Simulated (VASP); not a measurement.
# Ag (Fd-3m) in VASP: further runs

Runs on Ag. Level: PBEsol. Tasks: single point, relaxation of cell and atoms.

Everything below comes from runs of VASP 6.6.1. Logs are shortened: lines on timing, memory, paths and dates and some standing lists are left out, and cuts for length are marked.

**1. The structure**

The structure is cubic, space group Fd-3m (No. 227). The conventional cell has a = 6.049 Å, b = 6.049 Å, c = 6.049 Å, α = 90.00°, β = 90.00°, γ = 90.00°. Ag (site symmetry -43m) is surrounded by 4 Ag at 2.62 Å.

The cell was built by a generator and needn't be a form met in nature.

**2. Single point, PBEsol**

The input, INCAR:

```
SYSTEM = Ag
ALGO = Fast ; EDIFF = 1E-6
ENCUT = 520 ; GGA = PS
ISIF = 2 ; ISMEAR = -1
LASPH = .True. ; LCHARG = .False.
LREAL = .False. ; LWAVE = .False.
NBANDS = 18 ; NELM = 100
PREC = Accurate ; SIGMA = 0.1
```

The input, KPOINTS:

```
k-points
0
Gamma
  6 6 6
  0 0 0
```

The input, POSCAR:

```
Ag
1.0
    0.0000000000      3.0245626175      3.0245626175
    3.0245626175      0.0000000000      3.0245626175
    3.0245626175      3.0245626175      0.0000000000
Ag
2
Direct
    0.0000000000      0.0000000000      0.0000000000
    0.2500000000      0.2500000000      0.2500000000
```

Potentials or basis: VASP PAW PBE potentials, release 64 (Ag).

Run with:

```sh
cat potpaw_PBE.64/Ag/POTCAR > POTCAR
mpirun -np 1 vasp_std > vasp.out
```

OUTCAR:

```text
SYSTEM = Ag
   EDIFF = 1E-6
   ENCUT = 520
   GGA = PS
   ISIF = 2
   ISMEAR = -1
   LASPH = .True.
   LREAL = .False.
   NELM = 100
   PREC = Accurate

 ion  position               nearest neighbor table
   1  0.000  0.000  0.000-   2 2.62   2 2.62   2 2.62   2 2.62
   2  0.250  0.250  0.250-   1 2.62   1 2.62   1 2.62   1 2.62

  LATTYP: Found a face centered cubic cell.
 ALAT       =     6.0491252350

  Lattice vectors:

 A1 = (   0.0000000000,   3.0245626175,   3.0245626175)
 A2 = (   3.0245626175,   0.0000000000,   3.0245626175)
 A3 = (   3.0245626175,   3.0245626175,   0.0000000000)

Analysis of symmetry for initial positions (statically):
=====================================================================
 Subroutine PRICEL returns:
 Original cell was already a primitive cell.

 Routine SETGRP: Setting up the symmetry group for a
 face centered cubic supercell.

 Subroutine GETGRP returns: Found 48 space group operations
 (whereof 24 operations were pure point group operations)
 out of a pool of 48 trial point group operations.

The static configuration has the point symmetry T_d .
 The point group associated with its full space group is O_h .

Analysis of symmetry for dynamics (positions and initial velocities):
=====================================================================
 Subroutine PRICEL returns:
 Original cell was already a primitive cell.

 Routine SETGRP: Setting up the symmetry group for a
 face centered cubic supercell.

 Subroutine GETGRP returns: Found 48 space group operations
 (whereof 24 operations were pure point group operations)
 out of a pool of 48 trial point group operations.

The dynamic configuration has the point symmetry T_d .
 The point group associated with its full space group is O_h .

 Subroutine INISYM returns: Found 48 space group operations
 (whereof 24 operations are pure point group operations),
 and found     1 'primitive' translations

----------------------------------------------------------------------------------------

                                     Primitive cell

  volume of cell :      55.3373

  direct lattice vectors                    reciprocal lattice vectors
     0.000000000  3.024562617  3.024562617    -0.165313159  0.165313159  0.165313159
     3.024562617  0.000000000  3.024562617     0.165313159 -0.165313159  0.165313159
     3.024562617  3.024562617  0.000000000     0.165313159  0.165313159 -0.165313159

  length of vectors
     4.277377474  4.277377474  4.277377474     0.286330790  0.286330790  0.286330790

  position of ions in fractional coordinates (direct lattice)
     0.000000000  0.000000000  0.000000000
     0.250000000  0.250000000  0.250000000

  ion indices of the primitive-cell ions
   primitive index   ion index
                 1           1
                 2           2

----------------------------------------------------------------------------------------

 KPOINTS: k-points

Automatic generation of k-mesh.
 Grid dimensions read from file:
 generate k-points for:    6    6    6

 Generating k-lattice:

  Cartesian coordinates                     Fractional coordinates (reciprocal lattice)
    -0.027552193  0.027552193  0.027552193     0.166666667  0.000000000  0.000000000
     0.027552193 -0.027552193  0.027552193     0.000000000  0.166666667  0.000000000
     0.027552193  0.027552193 -0.027552193     0.000000000  0.000000000  0.166666667

  Length of vectors
     0.047721798  0.047721798  0.047721798

  Shift w.r.t. Gamma in fractional coordinates (k-lattice)
     0.000000000  0.000000000  0.000000000

 Subroutine IBZKPT returns following result:
 ===========================================

 Found     16 irreducible k-points:

 Following reciprocal coordinates:
            Coordinates               Weight
  0.000000  0.000000  0.000000      1.000000
  0.166667  0.000000  0.000000      8.000000
  0.333333  0.000000  0.000000      8.000000
  0.500000  0.000000  0.000000      4.000000
  0.166667  0.166667  0.000000      6.000000
  0.333333  0.166667  0.000000     24.000000
[... 8 lines left out ...]
 -0.333333  0.333333  0.166667     24.000000
 -0.333333  0.500000  0.166667     12.000000
   k-points           NKPTS =     16   k-points in BZ     NKDIM =     16   number of bands    NBANDS=     18
   number of dos      NEDOS =    301   number of ions     NIONS =      2
   total plane-waves  NPLWV =  32768
   dimension x,y,z NGX =    32 NGY =   32 NGZ =   32
   dimension x,y,z NGXF=    64 NGYF=   64 NGZF=   64
   ions per type =               2
   NGX,Y,Z   is equivalent  to a cutoff of  12.44, 12.44, 12.44 a.u.
   NGXF,Y,Z  is equivalent  to a cutoff of  24.87, 24.87, 24.87 a.u.
 SYSTEM =  Ag
   PREC   = accura    normal or accurate (medium, high low for compatibility)
   ISTART =      0    job   : 0-new  1-cont  2-samecut
   ICHARG =      2    charge: 1-file 2-atom 10-const
   ISPIN  =      1    spin polarized calculation?
   LNONCOLLINEAR =      F non collinear calculations
   LSORBIT =      F    spin-orbit coupling
   LASPH  =      T    aspherical Exc in radial PAW
   ENCUT  =  520.0 eV  38.22 Ry    6.18 a.u.   7.95  7.95  7.95*2*pi/ulx,y,z
   NELM   =    100;   NELMIN=  2; NELMDL= -5     # of ELM steps
   EDIFF  = 0.1E-05   stopping-criterion for ELM
[... 8 lines left out ...]
   TEBEG  =    0.0;   TEEND  =   0.0 temperature during run
   PSTRESS=    0.0 pullay stress
   NELECT =      22.0000    total number of electrons
   NUPDOWN=      -1.0000    fix difference up-down
   EMIN   =  10.00;   EMAX   =-10.00  energy-range for DOS
   EFERMI =   0.00;   METHOD = LEGACY
   ISMEAR =    -1;   SIGMA  =   0.10  broadening in eV -4-tet -1-fermi 0-gaus
   EFERMI_NEDOS =   21; number of points for ismear=-14 and -15
   IALGO  =     68    algorithm
   IMIX   =      4    mixing-type and parameters
     AMIX     =   0.40;   BMIX     =  1.00
     AMIX_MAG =   1.60;   BMIX_MAG =  1.00
  volume/ion in A,a.u.               =      27.67       186.72
  Fermi-wavevector in a.u.,A,eV,Ry     =   1.203769  2.274794 19.715655  1.449060
  Thomas-Fermi vector in A             =   2.339513
   LORBIT       =      0    0 simple, 1 ext, 2 COOP (PROOUT), +10 PAW based schemes
   GGA     = PS    functional components
   LHFCALC =     F    Hartree Fock is set to
   AEXX    =    0.0000 exact exchange contribution
   IVDW    =     0    specifies the selected vdW correction
   LEPSILON=     F    determine dielectric tensor
   LRPA    =     F    only Hartree local field effects (RPA)
 non-spin polarized calculation
 RMM-DIIS sequential band-by-band and
  energy-cutoff  :      520.00
  volume of cell :       55.34
 maximum number of plane-waves:      1524
   NGX = 15   NGY = 15   NGZ = 15

 number of electron      21.9999991 magnetization

 Free energy of the ion-electron system (eV)
  ---------------------------------------------------
  ext. energy  EPLUGINS =         0.00000000
  ---------------------------------------------------
  free energy    TOTEN  =        -4.64819474 eV

  energy without entropy =       -4.62067328  energy(sigma->0) =       -4.63443401

 E-fermi :   3.2232     XC(G=0):  -9.4572

 val. band max:        3.2219038655   @ k =   0.5000   0.5000   0.0000
 cond. band min:       3.3757263249   @ k =   0.5000   0.1667   0.0000
 fundamental gap:      0.1538224594
 Fermi energy:         3.2232074062

 k-point     1 :       0.0000    0.0000    0.0000
  band No.  band energies     occupation
      1      -1.9645      2.00000
      2      -1.5972      2.00000
      3      -1.5972      2.00000
      4      -1.5935      2.00000
      5      -1.5935      2.00000
      6      -1.5935      2.00000
[... 10 lines left out ...]
     17      12.7349      0.00000
     18      13.3298      0.00000

 k-point     2 :       0.1667    0.0000    0.0000
  band No.  band energies     occupation
      1      -1.7401      2.00000
      2      -1.7401      2.00000
      3      -1.6926      2.00000
      4      -1.5481      2.00000
      5      -1.3890      2.00000
      6      -1.3890      2.00000
[... 10 lines left out ...]
     17      13.8681      0.00000
     18      14.1132      0.00000

 k-point     3 :       0.3333    0.0000    0.0000
  band No.  band energies     occupation
      1      -1.7395      2.00000
      2      -1.7395      2.00000
      3      -1.6082      2.00000
      4      -1.3278      2.00000
      5      -1.3278      2.00000
      6      -1.1577      2.00000
[... 10 lines left out ...]
     17      13.5981      0.00000
     18      13.5981      0.00000

 k-point     4 :       0.5000    0.0000    0.0000
  band No.  band energies     occupation
      1      -1.6785      2.00000
      2      -1.6785      2.00000
      3      -1.5830      2.00000
      4      -1.3910      2.00000
      5      -1.3910      2.00000
      6      -1.1360      2.00000
[... 10 lines left out ...]
     17      13.3167      0.00000
     18      13.3167      0.00000

 k-point     5 :       0.1667    0.1667    0.0000
  band No.  band energies     occupation
      1      -1.8618      2.00000
      2      -1.6102      2.00000
      3      -1.6102      2.00000
      4      -1.5440      2.00000
      5      -1.4595      2.00000
      6      -1.2226      2.00000
[... 10 lines left out ...]
     17      15.6389      0.00000
     18      15.6532      0.00000

 k-point     6 :       0.3333    0.1667    0.0000
  band No.  band energies     occupation
      1      -1.9028      2.00000
      2      -1.6450      2.00000
      3      -1.6367      2.00000
      4      -1.3157      2.00000
      5      -1.1264      2.00000
      6      -1.0672      2.00000
[... 139 lines left out ...]
 k-point    13 :       0.5000    0.5000    0.0000
  band No.  band energies     occupation
      1      -1.7318      2.00000
      2      -1.7318      2.00000
      3      -1.6762      2.00000
      4      -1.6762      2.00000
      5      -0.5602      2.00000
      6      -0.5602      2.00000
[... 10 lines left out ...]
     17      20.5861      0.00000
     18      20.9072      0.00000

 k-point    14 :       0.5000    0.3333    0.1667
  band No.  band energies     occupation
      1      -1.9099      2.00000
      2      -1.8259      2.00000
      3      -1.4878      2.00000
      4      -1.1908      2.00000
      5      -1.1027      2.00000
      6      -0.8647      2.00000
[... 10 lines left out ...]
     17      14.4545      0.00000
     18      17.8160      0.00000

 k-point    15 :      -0.3333    0.3333    0.1667
  band No.  band energies     occupation
      1      -1.9360      2.00000
      2      -1.8659      2.00000
      3      -1.4240      2.00000
      4      -1.1295      2.00000
      5      -1.0671      2.00000
      6      -0.8613      2.00000
[... 10 lines left out ...]
     17      15.6290      0.00000
     18      15.8762      0.00000

 k-point    16 :      -0.3333    0.5000    0.1667
  band No.  band energies     occupation
      1      -1.9100      2.00000
      2      -1.9100      2.00000
      3      -1.3720      2.00000
      4      -1.3720      2.00000
      5      -0.7230      2.00000
      6      -0.7230      2.00000
[... 10 lines left out ...]
     17      16.3897      0.00000
     18      16.3897      0.00000

------------------------ aborting loop because EDIFF is reached ----------------------------------------

  FORCE on cell =-STRESS in cart. coord.  units (eV):
  Direction    XX          YY          ZZ          XY          YZ          ZX
  --------------------------------------------------------------------------------------
  -------------------------------------------------------------------------------------
  Total       -0.0255737     -0.0255737     -0.0255737     -0.0000000     -0.0000000     -0.0000000
  in kB       -0.7404355     -0.7404355     -0.7404355     -0.0000000     -0.0000000     -0.0000000
  external PRESSURE =      -0.7404355 kB  Pullay stress =       0.0000000 kB

 VOLUME and BASIS-vectors are now :
 -----------------------------------------------------------------------------
  energy-cutoff  :      520.00
  volume of cell :       55.34
      direct lattice vectors                 reciprocal lattice vectors
     0.000000000  3.024562617  3.024562617    -0.165313159  0.165313159  0.165313159
     3.024562617  0.000000000  3.024562617     0.165313159 -0.165313159  0.165313159
     3.024562617  3.024562617  0.000000000     0.165313159  0.165313159 -0.165313159

 POSITION                                       TOTAL-FORCE (eV/Angst)
 -----------------------------------------------------------------------------------
      0.00000      0.00000      0.00000         0.000000     -0.000000     -0.000000
      1.51228      1.51228      1.51228        -0.000000      0.000000      0.000000
 -----------------------------------------------------------------------------------
    total drift:                               -0.000000      0.000000      0.000000

  FREE ENERGIE OF THE ION-ELECTRON SYSTEM (eV)
  ---------------------------------------------------
  free  energy   TOTEN  =        -4.6481947365 eV

  energy  without entropy=       -4.6206732791  energy(sigma->0) =       -4.63443401
```

Wall time 6.9 s (1 thread of Intel Xeon 6975P-C (Granite Rapids), shared host); peak memory 0.17 GiB.

What came out:

| Item | Value |
| --- | --- |
| Free energy | -4.6482 eV |
| Pressure | -0.1 GPa |
| Band gap on the k mesh | none (metal or under the smearing width) |

Caveat: the PAW data sets were made with another functional, which shifts forces and pressure a little.

**3. Relaxation of cell and atoms, PBEsol**

This run uses another cell than the first one, of 22.19 Å³/atom, 0.802 times its volume.

The input, INCAR:

```
  PREC = Accurate
  ENCUT = 600
  EDIFF = 1E-7
  ISMEAR = -1
  SIGMA = 0.1
  LREAL = F
  LASPH = T
  NELM = 100
  ALGO = Fast
  ISIF = 3
  LWAVE = F
  LCHARG = F
  GGA = PS
  IBRION = 2
  NSW = 80
  EDIFFG = -0.02
```

The input, KPOINTS:

```
Automatic mesh
0
Gamma
  6 6 6
```

The input, POSCAR:

```
Ag
1.0
    0.0000000000      2.8100000000      2.8100000000
    2.8100000000      0.0000000000      2.8100000000
    2.8100000000      2.8100000000      0.0000000000
Ag
2
Direct
    0.0000000000      0.0000000000      0.0000000000
    0.2500000000      0.2500000000      0.2500000000
```

Potentials or basis: VASP PAW PBE potentials, release 64 (Ag).

Run with:

```sh
cat potpaw_PBE.64/Ag/POTCAR > POTCAR
mpirun -np 1 vasp_std > vasp.out
```

OUTCAR:

```text
PREC = Accurate
   ENCUT = 600
   EDIFF = 1E-7
   ISMEAR = -1
   LREAL = F
   LASPH = T
   NELM = 100
   ISIF = 3
   GGA = PS
   IBRION = 2
   NSW = 80
   EDIFFG = -0.02

 ion  position               nearest neighbor table
   1  0.000  0.000  0.000-   2 2.43   2 2.43   2 2.43   2 2.43
   2  0.250  0.250  0.250-   1 2.43   1 2.43   1 2.43   1 2.43

  LATTYP: Found a face centered cubic cell.
 ALAT       =     5.6200000000

  Lattice vectors:

 A1 = (   0.0000000000,   2.8100000000,   2.8100000000)
 A2 = (   2.8100000000,   0.0000000000,   2.8100000000)
 A3 = (   2.8100000000,   2.8100000000,   0.0000000000)

Analysis of symmetry for initial positions (statically):
=====================================================================
 Subroutine PRICEL returns:
 Original cell was already a primitive cell.

 Routine SETGRP: Setting up the symmetry group for a
[... 183 lines left out ...]
     10       2.6083      2.00000
     11       2.6083      2.00000
     12      15.8401      0.00000
     13      15.8404      0.00000
     14      15.8462      0.00000
[... 376 lines left out ...]
--------------------------------------- Ionic step        4  -------------------------------------------

 number of electron      21.9999991 magnetization

 Free energy of the ion-electron system (eV)
  ---------------------------------------------------
  ext. energy  EPLUGINS =         0.00000000
  ---------------------------------------------------
  free energy    TOTEN  =        -4.64251764 eV

  energy without entropy =       -4.61495926  energy(sigma->0) =       -4.62873845

 E-fermi :   3.2424     XC(G=0):  -9.4689

 val. band max:        2.7248390661   @ k =  -0.3333   0.3333   0.1667
 cond. band min:       3.2424599017   @ k =   0.5000   0.5000   0.0000
 fundamental gap:      0.5176208356
 Fermi energy:         3.2423963361

 k-point     1 :       0.0000    0.0000    0.0000
  band No.  band energies     occupation
      1      -1.9562      2.00000
      2      -1.5858      2.00000
      3      -1.5858      2.00000
      4      -1.5816      2.00000
      5      -1.5816      2.00000
      6      -1.5816      2.00000
      7      -0.1561      2.00000
      8      -0.1561      2.00000
      9      -0.1561      2.00000
     10       0.5109      2.00000
     11       0.5109      2.00000
     12      12.1015      0.00000
     13      12.1015      0.00000
     14      12.1015      0.00000
[... 298 lines left out ...]
  FREE ENERGIE OF THE ION-ELECTRON SYSTEM (eV)
  ---------------------------------------------------
  free  energy   TOTEN  =        -4.6425176427 eV

  energy  without entropy=       -4.6149592633  energy(sigma->0) =       -4.62873845

 reached required accuracy - stopping structural energy minimisation
```

CONTCAR:

```text
Ag
   1.00000000000000
    -0.0000000000000000    3.0222253160260579    3.0222253160260579
     3.0222253160260579    0.0000000000000000    3.0222253160260579
     3.0222253160260579    3.0222253160260579   -0.0000000000000000
  Ag
     2
Direct
     0.0000000000000000    0.0000000000000000    0.0000000000000000
     0.2500000000000000    0.2500000000000000    0.2500000000000000

  0.00000000E+00  0.00000000E+00  0.00000000E+00
  0.00000000E+00  0.00000000E+00  0.00000000E+00
```

Wall time 23 s (1 thread of Intel Xeon 6975P-C (Granite Rapids), shared host); peak memory 0.18 GiB.

What came out:

```yaml
Free_energy: -4.6425 eV
Relaxed_volume: 27.60 Å³/atom
Relaxed_cell: a = 4.274 Å, b = 4.274 Å, c = 4.274 Å, α = 60.00°, β = 60.00°, γ = 60.00°
Space_group_after_relaxing_to_0.05_Å: Fd-3m (No. 227)
Energy_gained_by_relaxing: 217.6 meV/atom
Ionic_steps: 4
Pressure_after_relaxing: 0.0 GPa
Band_gap_on_the_k_mesh: none (metal or under the smearing width)
```

The path:
```tsv
step	energy change (eV)	largest force (eV/Å)	pressure (GPa)	volume (Å³)
1	0.0000	0.0000	16.35	44.38
2	-0.3803	0.0000	-2.95	60.57
3	-0.4351	0.0000	0.17	54.93
4	-0.4352	0.0000	-0.03	55.21
```

Final structure:
```
Ag
1.0
     0.00000    3.02223    3.02223
     3.02223    0.00000    3.02223
     3.02223    3.02223    0.00000
Ag
2
Direct
  0.00000 0.00000 0.00000
  0.25000 0.25000 0.25000
```

Levels at points of the mesh, in eV from the Fermi level:
| k point | band 7 | band 8 | band 9 | band 10 | band 11 | band 12 | band 13 | band 14 | band 15 |
| --- | --- | --- | --- | --- | --- | --- | --- | --- | --- |
| (0.00, 0.00, 0.00) | -3.40 | -3.40 | -3.40 | -2.73 | -2.73 | 8.86 | 8.86 | 8.86 | 9.53 |
| (0.50, 0.00, 0.00) | -3.26 | -3.26 | -2.79 | -2.79 | -0.98 | -0.93 | 6.29 | 6.29 | 9.20 |
| (0.50, 0.50, 0.00) | -3.71 | -3.71 | -2.67 | -2.67 | 0.00 | 0.00 | 3.38 | 3.38 | 7.13 |

Caveat: the volume moved by over 15 % at a fixed basis, so the end points are rough; the PAW data sets were made with another functional, which shifts forces and pressure a little.

[end of part 1 of 2]
